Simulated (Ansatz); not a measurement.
# InSe (R3m) in Ansatz: further runs

The runs below take InSe through relaxation of cell and atoms, with BLYP+D3(BJ), BLYP+D4.

Program: Ansatz 0.2.0. These are calculated values, not measurements. Logs are shortened: lines on timing, memory, paths and dates and some standing lists are left out, and cuts for length are marked.

## Step 1: The crystal as given

The structure is trigonal, space group R3m (No. 160). Conventional cell: a = 4.000 Å, b = 4.000 Å, c = 25.320 Å, α = 90.00°, β = 90.00°, γ = 120.00°. Around In (site symmetry 3m) lie 3 Se at 2.63 Å and 1 In at 2.82 Å. Around In (site symmetry 3m) lie 3 Se at 2.64 Å and 1 In at 2.82 Å. Se (site symmetry 3m) has 3 In at 2.63 Å as nearest neighbours. Around Se (site symmetry 3m) lie 3 In at 2.64 Å.

## Step 2: Relaxation of cell and atoms, BLYP+D3(BJ)

input.yaml

```yaml
crystal:
  lattice:
    - [2.0, 1.1547005384, 8.44]
    - [-2.0, 1.1547005384, 8.44]
    - [0.0, -2.3094010768, 8.44]
  atoms:
    - { symbol: In, position: [0.8886, 0.8886, 0.8886] }
    - { symbol: In, position: [0.0, 0.0, 0.0] }
    - { symbol: Se, position: [0.1719, 0.1719, 0.1719] }
    - { symbol: Se, position: [0.3835, 0.3835, 0.3835] }
hamiltonian:
  xc: blyp
  pseudopotentials: { kind: paw }
  dispersion: d3bj
kpoints:
  mp_grid: { grid: [8, 8, 8] }
scf:
  occupations: { method: fermi_dirac, width: 0.05 }
output:
  forces: true
  stress: true
relax:
  f_tol: 0.01
  max_steps: 40
  cell: { stress_tol: 0.05 }
```

Potentials or basis: Ansatz PAW.

On the command line:

```
$ ansatz run input.yaml --threads 2 --pin off --max-ram 5632MiB --backend cpu --events-out ev --progress --plain --runs-dir out
```

Output:

```text
Warning: RAYON_NUM_THREADS=2 ignored (pool sized by the plan → 2); use --threads N
basis.fft_grid_basis auto: the FFT boxes are laid along the combinations [[1, 0, -1], [0, 1, -1], [0, 0, 1]] of the cell's own vectors, 4.000, 4.000 and 8.750 Å long. The dense box has 27×27×60 points. Along the cell's own vectors, as sized, it would have 60×60×60, 4.94 times as many. Of the 6 symmetry operations that the crystal satisfies within crystal.symmetry.tolerance (time reversal apart; of a slab, those that keep its plane) the dense box along the cell's own vectors carries 6, and the one as laid loses 4 of those. basis.fft_grid_basis: typed keeps the cell's own vectors: state it where this run's energies or levels are differenced outside the engine with another run's, or held beside a run that keeps those vectors.
Engine: ansatz 0.2.0, x86_64-unknown-linux-gnu
Pseudopotentials: kind: paw
Pseudopotential: In, paw, valence charge 13, recommended cutoff 420 eV (normal), In.paw.azcp
Pseudopotential: Se, paw, valence charge 16, recommended cutoff 420 eV (normal), Se.paw.azcp
Functional definition: BLYP
  parameter beta = 0.0042
  parameter a = 0.04918
  parameter b = 0.132
  parameter c = 0.2533
  parameter d = 0.349
  exchange = b88_x(beta = beta)
  correlation = lyp_c(a = a, b = b, c = c, d = d)
Crystal: 4 atoms, lattice volume = 116.948 Å³
Basis set: ecut = 420 eV, 2309 PW (Γ), FFT grids on a1−a3, a2−a3, a3, exchange–correlation on 54×54×120 points (8 copies of the dense FFT grid, shifted against one another)
Bands: 35, of which v1, the nominal top of the filled ones, is band 29 counted from 1 (28 counted from 0)
Symmetry: 6 space group operations
Space group: R3m (ITA 160), of the structure as read, at distance tolerance 4.9e-5 Å
k-points: 65 of 512 (time reversal used)
Non-local potential: In, projectors of the file, l = 0: 2, l = 1: 2, l = 2: 2, l = 3: 2
Non-local potential: Se, projectors of the file, l = 0: 2, l = 1: 2, l = 2: 3, l = 3: 1
PAW form: soft (Blöchl's): semilocal exchange-correlation on the pseudo side does not see the compensation charge
PAW frozen core: In, regenerated for the run's functional, and the local potential with it (the file was generated under x = pbe(κ = 0.804, μ = 0.2195149727645171), c = pbe(β = 0.06672455060314922))
PAW frozen core: Se, regenerated for the run's functional, and the local potential with it (the file was generated under x = pbe(κ = 0.804, μ = 0.2195149727645171), c = pbe(β = 0.06672455060314922))
PAW one-centre angular grid: In, 590 points (default); XC on 64 Gauss nodes
PAW one-centre angular grid: Se, 590 points (default); XC on 64 Gauss nodes
Initial density: superposition of atomic densities (neutral atoms: chi_scale 0, normalization atom), corrected by the library's trained network
Initial wavefunctions: pseudopotential atomic-orbital guess
Functional: x = b88, c = lyp
SCF iter   1: F=—  HF=-22192.830424 eV  |F-HF|=—  |Δ(HF+E_count)|=         —  Δρ=4.99e-3  dr2=2.39e-2  ethr=1.77e-3  ⟨swp⟩=6.6  Hψ=9657  notcnv=0
preconditioner: auto → Resta (q_TF=auto, 2.427 Å⁻¹)  ε∞=3.3  [insulator: Δε(μ)=0.398 eV  Ē_g=14.042 eV  σ=0.050 eV  W_gap=0.96  n_scr=30 (ndim 8)  ℏωp=21.2 eV  f_vac=0.086  D(μ)=0.00/eV (n_scr^D=0)  ε∞_Penn≈3.3]
SCF iter   2: F=—  HF=-22192.824930 eV  |F-HF|=—  |Δ(HF+E_count)|=   5.49e-3  Δρ=2.25e-3  dr2=4.57e-3  ethr=4.13e-5  ⟨swp⟩=2.0  Hψ=3176  notcnv=0  defer=32
SCF iter   3: F=—  HF=-22192.824159 eV  |F-HF|=—  |Δ(HF+E_count)|=   7.71e-4  Δρ=6.91e-4  dr2=8.73e-4  ethr=7.88e-6  ⟨swp⟩=3.0  Hψ=4098  notcnv=0  defer=32
SCF iter   4: F=—  HF=-22192.824028 eV  |F-HF|=—  |Δ(HF+E_count)|=   1.31e-4  Δρ=1.72e-4  dr2=4.67e-5  ethr=1.51e-6  ⟨swp⟩=2.0  Hψ=2790  notcnv=0  defer=32
SCF iter   5: F=—  HF=-22192.824030 eV  |F-HF|=—  |Δ(HF+E_count)|=   2.30e-6  Δρ=3.54e-5  dr2=2.02e-6  ethr=8.05e-8  ⟨swp⟩=2.9  Hψ=3718  notcnv=0  defer=32
SCF iter   6: F=—  HF=-22192.824032 eV  |F-HF|=—  |Δ(HF+E_count)|=   1.73e-6  Δρ=1.12e-5  dr2=1.94e-7  ethr=3.49e-9  ⟨swp⟩=2.0  Hψ=4090  notcnv=0  defer=32
SCF iter   7: F=-22192.824032 eV  HF=-22192.824032 eV  |F-HF|=8.76e-9  |Δ(HF+E_count)|=   1.65e-7  Δρ=3.16e-6  dr2=1.40e-8  ethr=1.72e-10  ⟨swp⟩=4.0  Hψ=8189  notcnv=0
SCF 1 converged in 7 iterations: F = -22192.824032 eV  dr2 = 1.40e-8
relax step   1: F+E_penalty+E_count = -22192.82403190 eV  Δ(F+E_penalty+E_count) = +0.000e0 eV  max|allowed force component| = 4.643e-1 eV/Å  Δτ_max = 0.0000 Å  P = +1.419 GPa  Ω = 116.948 Å³  (7 SCF iters, dr2 threshold 1.00e-7 eV, accepted)
Crystal: 4 atoms, lattice volume = 114.877 Å³
Basis set: ecut = 420 eV, 2253 PW (Γ), FFT grids on a1−a3, a2−a3, a3, exchange–correlation on 54×54×120 points (8 copies of the dense FFT grid, shifted against one another)
Initial density: handed on by an earlier stage of this run
Initial wavefunctions: those handed on with the density
iter 1 solved again at ethr=2.85e-4 eV; its pass at ethr=3.10e-3 eV (dr2=1.65e-1 eV) is discarded
SCF iter   1: F=—  HF=-22192.870728 eV  |F-HF|=—  |Δ(HF+E_count)|=         —  Δρ=1.17e-2  dr2=1.69e-1  ethr=2.85e-4  ⟨swp⟩=1.0  Hψ=12119  notcnv=0
[... 43 lines left out ...]
SCF iter   3: F=—  HF=-22192.884349 eV  |F-HF|=—  |Δ(HF+E_count)|=   3.19e-4  Δρ=1.64e-4  dr2=1.88e-4  ethr=3.18e-6  ⟨swp⟩=2.5  Hψ=3319  notcnv=0
SCF iter   4: F=—  HF=-22192.884317 eV  |F-HF|=—  |Δ(HF+E_count)|=   3.26e-5  Δρ=1.00e-4  dr2=4.95e-5  ethr=3.23e-7  ⟨swp⟩=2.0  Hψ=4138  notcnv=0
SCF iter   5: F=—  HF=-22192.884303 eV  |F-HF|=—  |Δ(HF+E_count)|=   1.39e-5  Δρ=4.95e-5  dr2=1.31e-5  ethr=8.53e-8  ⟨swp⟩=2.0  Hψ=4161  notcnv=0
SCF iter   6: F=—  HF=-22192.884302 eV  |F-HF|=—  |Δ(HF+E_count)|=   2.80e-7  Δρ=2.53e-5  dr2=1.87e-6  ethr=2.26e-8  ⟨swp⟩=2.0  Hψ=2609  notcnv=0
SCF iter   7: F=—  HF=-22192.884303 eV  |F-HF|=—  |Δ(HF+E_count)|=   1.43e-7  Δρ=1.03e-5  dr2=3.58e-7  ethr=3.23e-9  ⟨swp⟩=3.0  Hψ=3519  notcnv=0
SCF iter   8: F=-22192.884303 eV  HF=-22192.884303 eV  |F-HF|=1.03e-8  |Δ(HF+E_count)|=   3.78e-8  Δρ=4.33e-6  dr2=5.05e-8  ethr=5.52e-10  ⟨swp⟩=4.0  Hψ=8192  notcnv=0
SCF 5 converged in 8 iterations: F = -22192.884303 eV  dr2 = 5.05e-8
relax step   5: F+E_penalty+E_count = -22192.88430254 eV  Δ(F+E_penalty+E_count) = -3.846e-3 eV  max|allowed force component| = 6.848e-3 eV/Å  Δτ_max = 0.0130 Å  P = +0.016 GPa  Ω = 116.672 Å³  energy of the carried Pulay correction = +4.414e-5 eV  (8 SCF iters, dr2 threshold 3.20e-7 eV, accepted)
Basis set: ecut = 420 eV, 2265 PW (Γ), FFT grids on a1−a3, a2−a3, a3, exchange–correlation on 60×60×120 points (8 copies of the dense FFT grid, shifted against one another)
Initial wavefunctions: pseudopotential atomic-orbital guess (no wavefunctions were taken with the density)
iter 1 solved again at ethr=3.04e-7 eV; its pass at ethr=3.10e-3 eV (dr2=1.76e-4 eV) is discarded
SCF iter   1: F=—  HF=-22192.877257 eV  |F-HF|=—  |Δ(HF+E_count)|=         —  Δρ=3.85e-4  dr2=4.08e-6  ethr=3.04e-7  ⟨swp⟩=3.3  Hψ=14192  notcnv=0
preconditioner: auto → Kerker (q_TF=auto, 2.428 Å⁻¹)  [metal: Δε(μ)=0.112 eV  Ē_g=13.913 eV  σ=0.050 eV  W_gap=0.49  n_scr=30 (ndim 8)  ℏωp=21.2 eV  f_vac=0.090  D(μ)=0.04/eV (n_scr^D=0)]
SCF iter   2: F=—  HF=-22192.882393 eV  |F-HF|=—  |Δ(HF+E_count)|=   5.14e-3  Δρ=1.95e-4  dr2=1.06e-6  ethr=7.03e-9  ⟨swp⟩=2.7  Hψ=3548  notcnv=0
SCF iter   3: F=—  HF=-22192.884273 eV  |F-HF|=—  |Δ(HF+E_count)|=   1.88e-3  Δρ=9.70e-6  dr2=2.41e-8  ethr=1.82e-9  ⟨swp⟩=2.6  Hψ=3608  notcnv=0
SCF iter   4: F=—  HF=-22192.884277 eV  |F-HF|=—  |Δ(HF+E_count)|=   4.13e-6  Δρ=1.95e-6  dr2=1.15e-8  ethr=4.16e-11  ⟨swp⟩=2.0  Hψ=4161  notcnv=0
SCF iter   5: F=—  HF=-22192.884277 eV  |F-HF|=—  |Δ(HF+E_count)|=   8.39e-9  Δρ=1.40e-6  dr2=6.38e-9  ethr=1.99e-11  ⟨swp⟩=2.3  Hψ=3014  notcnv=0
SCF iter   6: F=—  HF=-22192.884277 eV  |F-HF|=—  |Δ(HF+E_count)|=   6.15e-9  Δρ=6.69e-7  dr2=1.60e-9  ethr=1.10e-11  ⟨swp⟩=2.0  Hψ=2691  notcnv=0
SCF iter   7: F=—  HF=-22192.884277 eV  |F-HF|=—  |Δ(HF+E_count)|=   1.34e-9  Δρ=1.74e-7  dr2=1.59e-10  ethr=2.75e-12  ⟨swp⟩=2.0  Hψ=2754  notcnv=0
SCF iter   8: F=-22192.884277 eV  HF=-22192.884277 eV  |F-HF|=1.46e-11  |Δ(HF+E_count)|=  1.24e-10  Δρ=7.32e-8  dr2=3.14e-11  ethr=1.00e-12  ⟨swp⟩=4.5  Hψ=8102  notcnv=0
SCF 6 converged in 8 iterations: F = -22192.884277 eV  dr2 = 3.14e-11
relax step   6: F+E_penalty+E_count = -22192.88427736 eV  Δ(F+E_penalty+E_count) = +2.518e-5 eV  max|allowed force component| = 6.676e-3 eV/Å  Δτ_max = 0.0000 Å  P = +0.013 GPa  Ω = 116.672 Å³  stress off target by 3.46e-2 GPa  SCF on the basis re-selected at this cell (its energy is not comparable with the rows above)  (8 SCF iters)
basis re-selected at this cell: Δ(F+E_penalty+E_count) = +2.518e-5 eV, ΔP = -0.003 GPa vs the last step (what re-selecting the basis moved, of the pressure what is left beyond the Pulay correction that the steps carried, after the strain that the cell walked since its last selection, with what the two solves' SCF thresholds leave and, on support functions, any second-order correction that the steps lacked; it is no measure of the basis error at this ecutwfc). The dense FFT grid was sized anew with the basis: this SCF ran on 30×30×60 points, the steps before it on 27×27×60, so part of this shift can come from that change (see relax.cell in the input reference). This SCF's stress stands 3.46e-2 GPa from its target on what of the cell is left free (relax.cell.stress_tol is 5.00e-2 GPa) and its largest allowed force component is 6.68e-3 eV/Å (relax.f_tol is 1.00e-2 eV/Å): within both
SCF converged after 8 iterations
Free energy (F): -22192.884277 eV
Harris-Foulkes:  -22192.884277 eV  (|F-HF|=1.46e-11)
Internal energy: -22192.883895 eV  (E = F + TS)
E sigma→0 (E₀):  -22192.884086 eV
Entropy (-TS):   -0.000382 eV (-0.096 meV/atom)
Fermi energy:    7.880891 eV
--- Per-component energies (eV) ---
  E_band       = -886.683190
  E_kinetic    = 725.528495
  E_local      = -7841.825889  (includes V_loc(G=0)·N_el)
  E_nonlocal   = -466.799631
  E_hartree    = 3622.761745
  E_xc         = -632.796307
  E_vxc        = -387.173898  (∫ρ·V_xc dr)
  E_paw        = -12193.170817  (= ΣΔE_a)
  E_vpaw       = -161.934454  (= ΣTr[D̂ρ^β])
  E_aug_tail   = -0.001176  (compensation charges beyond the density's cutoff)
  E_ewald      = -5403.919590
  E_disp       = -2.805172  (pairwise vdW)
  E_core_change = 0.144447  (= ΣΔE_core)
  E_smearing   = -0.000382  (= −TS)
  E_closure    = 0.000000  (closes the sum)
  Σ components = -22192.884277   (vs F -22192.884277, Δ=0.00e0)
--- Forces (eV/Å), atoms counted from 1 ---
  atom   1  In    -0.00000000     0.00000000     0.00459907
  atom   2  In     0.00000000     0.00000000    -0.00667568
  atom   3  Se     0.00000000    -0.00000000    -0.00047101
  atom   4  Se     0.00000000     0.00000000     0.00254807
  max |Σ_I F_I| component: 4.52e-7 eV/Å
--- Stress (GPa, compression-positive) ---
        0.002395       0.000000       0.000000
        0.000000       0.002395       0.000000
        0.000000       0.000000       0.034601
  P = ⅓ Tr σ = 0.0131 GPa (0.131 kbar)
--- Relaxed structure (5 steps of the walk, 4 accepted, 1 SCFs on fresh bases) ---
  F+E_penalty+E_count = -22192.88427736 eV   max|allowed force component| = 6.676e-3 eV/Å   (the final SCF, on the basis selected at the relaxed cell)
  cell:  # Å, volume = 116.6723 Å³
    - [2.0380024990714007, 1.1766412914480042, 8.109005124257468]
    - [-2.0380024990714007, 1.1766412914480042, 8.109005124257468]
    - [1.3179320572352344e-34, -2.3532825828960067, 8.109005124257468]
  atoms:
    - { symbol: In, position: [0.8868940493300481, 0.8868940493300481, 0.8868940493300481] }
    - { symbol: In, position: [0.0016435328819943795, 0.0016435328819943795, 0.0016435328819943815] }
    - { symbol: Se, position: [0.1680809550317808, 0.1680809550317808, 0.16808095503178083] }
    - { symbol: Se, position: [0.3873814627561765, 0.3873814627561765, 0.3873814627561766] }
```

Run time: 1.9 min. Hardware: 2 threads of Intel Xeon at 2.50GHz (Skylake/Cascade Lake), shared host; peak memory 0.54 GiB.

What came out:

```yaml
Free_energy: -22192.8843 eV
Relaxed_volume: 29.17 Å³/atom
Relaxed_cell: a = 8.444 Å, b = 8.444 Å, c = 8.444 Å, α = 27.93°, β = 27.93°, γ = 27.93°
Space_group_after_relaxing_to_0.05_Å: R3m (No. 160)
Energy_gained_by_relaxing: 15.1 meV/atom
Ionic_steps: 5
Pressure_after_relaxing: 0.0 GPa
Largest_force_after_relaxing: 0.007 eV/Å
```

Forces on the atoms (eV/Å):
```
In   0.000  0.000  0.005
In   0.000  0.000 -0.007
Se   0.000  0.000  0.000
Se   0.000  0.000  0.003
```

Step by step:
| step | energy change (eV) | largest force (eV/Å) | volume (Å³) |
| --- | --- | --- | --- |
| 1 | 0.0000 | 0.4643 | 116.95 |
| 2 | -0.0542 | 0.1710 | 117.28 |
| 3 | -0.0564 | 0.0716 | 117.32 |
| 4 | -0.0603 | 0.0069 | 116.67 |
| 5 | -0.0602 | 0.0067 | 116.67 |

Final structure:
```yaml
crystal:
  lattice:
    - [2.03800, 1.17664, 8.10901]
    - [-2.03800, 1.17664, 8.10901]
    - [0.00000, -2.35328, 8.10901]
  atoms:
    - { symbol: In, position: [0.88689, 0.88689, 0.88689] }
    - { symbol: In, position: [0.00164, 0.00164, 0.00164] }
    - { symbol: Se, position: [0.16808, 0.16808, 0.16808] }
    - { symbol: Se, position: [0.38738, 0.38738, 0.38738] }
```

Caveat: the plane-wave basis is chosen anew once the cell has moved, so the energies of steps on either side of that aren't comparable; the PAW data sets come from PBE, with cores solved anew for the run's functional, which leaves a small shift of forces and pressure.

## Step 3: Relaxation of cell and atoms, BLYP+D4

input.yaml: that of step 2 with these lines changed.

```diff
@@ -13,3 +13,3 @@
   pseudopotentials: { kind: paw }
-  dispersion: d3bj
+  dispersion: d4
 kpoints:
```

Potentials or basis: Ansatz PAW.

On the command line:

```
$ ansatz run input.yaml --threads 2 --pin off --max-ram 5632MiB --backend cpu --events-out ev --progress --plain --runs-dir out
```

Output:

```text
Warning: RAYON_NUM_THREADS=2 ignored (pool sized by the plan → 2); use --threads N
basis.fft_grid_basis auto: the FFT boxes are laid along the combinations [[1, 0, -1], [0, 1, -1], [0, 0, 1]] of the cell's own vectors, 4.000, 4.000 and 8.750 Å long. The dense box has 27×27×60 points. Along the cell's own vectors, as sized, it would have 60×60×60, 4.94 times as many. Of the 6 symmetry operations that the crystal satisfies within crystal.symmetry.tolerance (time reversal apart; of a slab, those that keep its plane) the dense box along the cell's own vectors carries 6, and the one as laid loses 4 of those. basis.fft_grid_basis: typed keeps the cell's own vectors: state it where this run's energies or levels are differenced outside the engine with another run's, or held beside a run that keeps those vectors.
Engine: ansatz 0.2.0, x86_64-unknown-linux-gnu
Pseudopotentials: kind: paw
Pseudopotential: In, paw, valence charge 13, recommended cutoff 420 eV (normal), In.paw.azcp
Pseudopotential: Se, paw, valence charge 16, recommended cutoff 420 eV (normal), Se.paw.azcp
Functional definition: BLYP
  parameter beta = 0.0042
  parameter a = 0.04918
  parameter b = 0.132
  parameter c = 0.2533
  parameter d = 0.349
  exchange = b88_x(beta = beta)
[... 125 lines left out ...]
  E_ewald      = -5368.445044
  E_disp       = -2.405242  (pairwise vdW)
  E_core_change = 0.144447  (= ΣΔE_core)
  E_smearing   = -0.000407  (= −TS)
  E_closure    = 0.000000  (closes the sum)
  Σ components = -22192.538675   (vs F -22192.538675, Δ=0.00e0)
--- Forces (eV/Å), atoms counted from 1 ---
  atom   1  In    -0.00000000    -0.00000000     0.00010050
  atom   2  In     0.00000000    -0.00000000    -0.00036602
  atom   3  Se     0.00000000     0.00000000     0.00023834
  atom   4  Se     0.00000000    -0.00000000     0.00002728
  max |Σ_I F_I| component: 1.10e-7 eV/Å
--- Stress (GPa, compression-positive) ---
       -0.004663       0.000000       0.000000
        0.000000      -0.004663      -0.000000
        0.000000      -0.000000       0.000660
  P = ⅓ Tr σ = -0.0029 GPa (-0.029 kbar)
--- Relaxed structure (6 steps of the walk, 6 accepted, 1 SCFs on fresh bases) ---
  F+E_penalty+E_count = -22192.53867473 eV   max|allowed force component| = 3.660e-4 eV/Å   (the final SCF, on the basis selected at the relaxed cell)
  cell:  # Å, volume = 118.7939 Å³
    - [2.047442098034976, 1.1820912464506663, 8.180504623166364]
    - [-2.047442098034976, 1.1820912464506663, 8.180504623166364]
    - [6.895094109065078e-35, -2.364182492901331, 8.180504623166364]
  atoms:
    - { symbol: In, position: [0.8871230828190485, 0.8871230828190485, 0.8871230828190485] }
    - { symbol: In, position: [0.00143653998099016, 0.00143653998099016, 0.0014365399809901614] }
    - { symbol: Se, position: [0.1688107740058906, 0.1688107740058906, 0.1688107740058906] }
    - { symbol: Se, position: [0.38662960319407086, 0.38662960319407086, 0.3866296031940708] }
```

It took 2 min on 2 threads of Intel Xeon at 2.50GHz (Skylake/Cascade Lake), shared host; peak memory 0.54 GiB.

Results:

```yaml
Free_energy: -22192.5387 eV
Relaxed_volume: 29.70 Å³/atom
Relaxed_cell: a = 8.515 Å, b = 8.515 Å, c = 8.515 Å, α = 27.83°, β = 27.83°, γ = 27.83°
Space_group_after_relaxing_to_0.05_Å: R3m (No. 160)
Energy_gained_by_relaxing: 15.8 meV/atom
Ionic_steps: 7
Pressure_after_relaxing: 0.0 GPa
```

The path:
| step | energy change (eV) | largest force (eV/Å) | volume (Å³) |
| --- | --- | --- | --- |
| 1 | 0.0000 | 0.4635 | 116.95 |
| 2 | -0.0052 | 0.6477 | 117.48 |
| 3 | -0.0546 | 0.3086 | 120.09 |
| 4 | -0.0608 | 0.0249 | 118.64 |
| 5 | -0.0629 | 0.0276 | 118.79 |
| 6 | -0.0631 | 0.0006 | 118.79 |
| 7 | -0.0633 | 0.0004 | 118.79 |

Final structure:
```
In Se
1.0
     2.04744    1.18209    8.18050
    -2.04744    1.18209    8.18050
     0.00000   -2.36418    8.18050
In Se
2 2
Direct
  0.88712 0.88712 0.88712
  0.00144 0.00144 0.00144
  0.16881 0.16881 0.16881
  0.38663 0.38663 0.38663
```

Caveat: the plane-wave basis is chosen anew once the cell has moved, so the energies of steps on either side of that aren't comparable; the PAW data sets come from PBE, with cores solved anew for the run's functional, which leaves a small shift of forces and pressure. Zero-point motion and thermal expansion aren't in these numbers.
